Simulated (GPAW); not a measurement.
Here is a GPAW 26.7.0 calculation.

The input run.py:

```python
from ase.dft.bandgap import bandgap
from ase.io import read, write
from ase.units import GPa
from gpaw import GPAW, PW, setup_paths

setup_paths.insert(0, '.')

atoms = read('POSCAR')

calc = GPAW(mode=PW(600),
            xc='PBEsol',
            kpts={'size': (9, 9, 9), 'gamma': True},
            occupations={'name': 'methfessel-paxton', 'order': 0, 'width': 0.01},
            nbands=18,
            convergence={'density': 1e-05, 'energy': 1e-05},
            maxiter=150,
            txt='gpaw.txt')
atoms.calc = calc
energy = atoms.get_potential_energy()
forces = atoms.get_forces()
stress = atoms.get_stress()
calc.write('gs.gpw')
write('result.traj', atoms)
print(f'Energy: {energy:.6f} eV')
print('Forces (eV/A):')
print(forces.round(4))
print('Stress (GPa):', (stress / GPa).round(3))
print('Fermi level:', round(calc.get_fermi_level(), 4), 'eV')
print(f'Gap: {bandgap(calc)[0]:.4f} eV, direct: {bandgap(calc, direct=True)[0]:.4f} eV')

path = atoms.cell.bandpath('GXWKGLUWLK,UX', npoints=60, eps=1e-4)
bs_calc = calc.fixed_density(kpts=path, symmetry='off', nbands=28,
                             convergence={'bands': 'CBM+6.0', 'eigenstates': 1e-6}, txt='bands.txt')
bs = bs_calc.band_structure()
bs.write('bs.json')
print(f'Gap on the path: {bandgap(bs_calc)[0]:.4f} eV')
```

POSCAR

```
ZnS
1.0
    0.0000000000      2.7020000000      2.7020000000
    2.7020000000      0.0000000000      2.7020000000
    2.7020000000      2.7020000000      0.0000000000
Zn S
1 1
Direct
    0.7500000000      0.7500000000      0.7500000000
    0.0000000000      0.0000000000      0.0000000000
```

Potentials or basis: PAW data sets generated in the run's folder for this functional, pw.

Command:

```console
$ gpaw-setup -f PBEsol S Zn
$ OMP_NUM_THREADS=1 python run.py
```

Q: What does it give for the band gap on the k mesh?

A: 1.97 eV, direct.

Q: Predict the band gap along the path.

A: 1.97 eV, direct.

Q: What does it give for the pressure?

A: -2.0 GPa.

Levels at the corners of the path, in eV from the valence-band top:
```
point  band 6  band 7  band 8  band 9  band 10  band 11  band 12  band 13
    Γ   -5.86    0.00    0.00    0.00     1.97     6.27     6.27     6.27
    X   -5.65   -4.60   -2.25   -2.25     3.23     3.96    10.81    11.84
    W   -5.46   -4.63   -2.80   -2.76     5.55     5.98     7.72     8.04
    K   -5.51   -4.66   -3.16   -1.83     3.98     5.86     9.21     9.65
    Γ   -5.86    0.00    0.00    0.00     1.97     6.27     6.27     6.27
    L   -5.66   -5.35   -0.87   -0.87     3.19     6.79     6.79     8.69
    U   -5.51   -4.66   -3.16   -1.83     3.98     5.86     9.21     9.65
    W   -5.46   -4.63   -2.80   -2.76     5.55     5.98     7.72     8.04
    L   -5.66   -5.35   -0.87   -0.87     3.19     6.79     6.79     8.69
    K   -5.51   -4.66   -3.16   -1.83     3.98     5.86     9.21     9.65
    U   -5.51   -4.66   -3.16   -1.83     3.98     5.86     9.21     9.65
    X   -5.65   -4.60   -2.25   -2.25     3.23     3.96    10.81    11.84
```

**Experimental background.**

From “Electronic, vibrational, and thermodynamic properties of ZnS (zincblende and rocksalt structure)”, 2009, arxiv:0911.5022, for a bulk crystal of ZnS at 19 K: band gap 3.85 eV (direct).

Against the measured gap of ZnS, 3.85 eV (direct; 19 K; quoted in “Electronic, vibrational, and thermodynamic properties of ZnS (zincblende and rocksalt structure)”, 2009, arxiv:0911.5022), the calculated 1.97 eV is off by -1.88 eV. The value is that of PBEsol, without temperature or zero-point motion. Semilocal functionals fall short of measured gaps as a rule.
